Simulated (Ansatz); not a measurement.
# Ba, one cell by several methods

```
CELL_PARAMETERS angstrom
3.59177 -2.51690 0.00000
3.59177 2.51690 0.00000
0.00000 0.00000 7.19005
ATOMIC_POSITIONS crystal
Ba 0.74677 0.25323 0.25000
Ba 0.25323 0.74677 0.75000
```

Atoms are numbered in the order listed.

The cell is the one relaxed in the Materials Project (mp-122), not relaxed further here; entries there can be hypothetical.

Spin–orbit coupling is left out, though it moves levels of the heavy atoms by tenths of an eV or more.

All numbers are computed: DFT, PBEsol, PAW with Ansatz's default frozen-core files, scalar-relativistic (Ansatz 0.2.0); DFT, PBEsol, all-electron LAPW, scalar-relativistic (Ansatz 0.2.0).

For PAW: a Γ-centred 9×9×5 k mesh, Fermi–Dirac smearing of 0.03 eV, cutoff 420 eV, no spin polarisation; the PAW files were made with PBE, and the program remakes their frozen cores for this functional. LAPW targets a basis error of 0.25 meV/atom. The Ansatz runs share mesh, smearing and spin set-up. Plane-wave (PAW) pressures include the program's estimate of the Pulay term.

Stress and pressure are positive in compression.

Levels count from the Fermi level.

PAW results:

```
                       quantity      PAW
                 pressure (GPa)    -0.86
         force on Ba1, y (eV/Å)   -0.021
 highest filled level at Γ (eV)   -0.887
   lowest empty level at Γ (eV)    0.722
highest filled level at G0 (eV)  -13.936
  lowest empty level at G0 (eV)    0.263
highest filled level at B0 (eV)  -13.936
  lowest empty level at B0 (eV)    0.263
```

Question: What does all-electron LAPW give for the same quantities?

Answer: 
| quantity | LAPW |
| --- | --- |
| pressure (GPa) | -0.86 |
| force on Ba1, y (eV/Å) | -0.021 |
| highest filled level at Γ (eV) | -0.887 |
| lowest empty level at Γ (eV) | 0.722 |
| highest filled level at G0 (eV) | -13.936 |
| lowest empty level at G0 (eV) | 0.263 |
| highest filled level at B0 (eV) | -13.936 |
| lowest empty level at B0 (eV) | 0.263 |
